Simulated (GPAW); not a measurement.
Runs of GPAW 26.7.0 on ZnS. The structure is cubic, space group F-43m (No. 216). The conventional cell has a = 5.404 Å, b = 5.404 Å, c = 5.404 Å, α = 90.00°, β = 90.00°, γ = 90.00°. Around Zn (site symmetry -43m) lie 4 S at 2.34 Å. Around S (site symmetry -43m) lie 4 Zn at 2.34 Å. 

```csv
task,level,potentials or basis,spin,cell,k mesh,cutoff (eV),smearing,maxiter,band path,band points,spin axis theta (degrees),spin axis phi (degrees),grid spacing,mesh quality,gap on the mesh (eV)
single point,B3LYP+D3,"GPAW PAW data sets (gpaw-data 1.2.1), pw",off,as given,4 × 4 × 4,500,fermi-dirac 0.05 eV,60,-,-,-,-,-,coarse,3.65
band structure,PW91+D4,"PAW data sets generated in the run's folder for this functional, fd","SOC, no magnetisation",volume scaled by 0.92,9 × 9 × 9,-,fermi-dirac 0.05 eV,150,"GXWKGLUWLK,UX",80,54.7,45,0.18 Å,not flagged,2.43
one-shot levels on a semilocal density,r2SCAN,"GPAW PAW data sets (gpaw-data 1.2.1), pw",off,as given,5 × 5 × 5,500,fermi-dirac 0.001 eV,150,-,-,-,-,-,coarse,(a)
hybrid scf,r2SCAN-EpsX,"GPAW PAW data sets (gpaw-data 1.2.1), pw",off,as given,4 × 4 × 4,500,fermi-dirac 0.001 eV,40,-,-,-,-,-,coarse,3.90
```

**Question.** Fill in the values left out.

**Answer.** (a) 2.67.

Caveats: some runs use coarse meshes; exact exchange converges slowly with the k mesh, and this mesh is small (some runs); spin-orbit coupling was added after a scalar SCF, so levels and gaps hold it while energy, forces, pressure and moments don't (some runs); energy and the plain gap are those of the semilocal run (some runs); the hybrids' values are one shot on its orbitals and mesh (some runs); the scaled meta-GGA exchange is a class typed in the script (some runs).

Runs at the PBE level aren't shown here.
